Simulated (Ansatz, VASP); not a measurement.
La2O3 in VASP and in Ansatz

```xyz
5
Lattice="6.2668 0.0000 0.0000 -3.1334 5.4272 0.0000 0.0000 0.0000 3.2998" Properties=species:S:1:pos:R:3 pbc="T T T"
La    3.1334    1.8091    1.6499
La    0.0000    3.6181    1.6499
O     3.1836    0.0000    0.0000
O    -1.5918    2.7571    0.0000
O     1.5416    2.6701    0.0000
```

Alike in both runs: functional PBEsol; k mesh 5 × 5 × 8; occupations fermi-dirac, width 0.05 eV; no spin polarisation.

```csv
,VASP,Ansatz
version,VASP 6.6.1,Ansatz 0.2.0
potentials or method,"VASP PAW PBE potentials, release 64 (La, O), cutoff 520 eV","all-electron LAPW, scalar-relativistic"
task,single point,band structure
```

```tsv
	VASP	Ansatz	Ansatz less VASP
gap on the k mesh at the Fermi level (eV)	1.46	1.46	-0.005
least direct gap on the mesh (eV)	1.98	1.98	+0.006
pressure (GPa)	-1.2	-1.0	+0.17
largest component of the traceless stress (GPa)	2.56	2.53	-0.029
rms of the force components (eV/Å)	0.028	0.027	-0.0005
```

Atom by atom the forces differ by 0.001 eV/Å (rms over components). Ansatz ran all-electron here, so the differences hold the error of VASP's frozen core and of both bases.

Caveats: spin-orbit coupling is left out, which moves the levels of the heavy elements; the PAW data sets were made with another functional, which shifts forces and pressure a little (VASP); an odd mesh through Γ misses points on the zone boundary, where band edges often lie (VASP). Expect the measured gap to be larger: semilocal functionals such as PBEsol lack the derivative discontinuity.
